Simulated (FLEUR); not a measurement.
**Ti2C: equation of state with LDA**

Ti2C:

```
CELL_PARAMETERS angstrom
1.54070 0.88952 4.81377
-1.54070 0.88952 4.81377
0.00000 -1.77905 4.81377
ATOMIC_POSITIONS crystal
Ti 0.75450 0.75450 0.75450
Ti 0.24550 0.24550 0.24550
C 0.50000 0.50000 0.50000
```

The cell comes from a database or a generator and needn't be the stable form of this composition.

```yaml
Program: FLEUR MaX-R8.1 (later development tree)
Task: equation of state
Functional: LDA
Potentials_or_basis: all-electron
Basis: FLAPW
Kmax: 4.83 1/bohr
k_mesh: 10 × 10 × 10
Occupations: fermi-dirac, width 0.05 eV
Spin: no spin polarisation
```

* Equilibrium volume: 12.56 Å³/atom
* Bulk modulus at fixed shape and positions: 208 GPa
* Pressure derivative of the bulk modulus: 4.0 (rough: it moves with the points fitted)

Energy against volume, from the lowest point:
| volume (Å³/atom) | energy (meV/atom) |
| --- | --- |
| 12.403 | 0.62 |
| 12.667 | 0.00 |
| 13.194 | 18.71 |
| 13.722 | 59.76 |
| 13.986 | 87.31 |

Caveat: the cell was scaled at fixed shape and fractional positions, which overstates the stiffness of a crystal with free parameters, most of all of layers and chains.
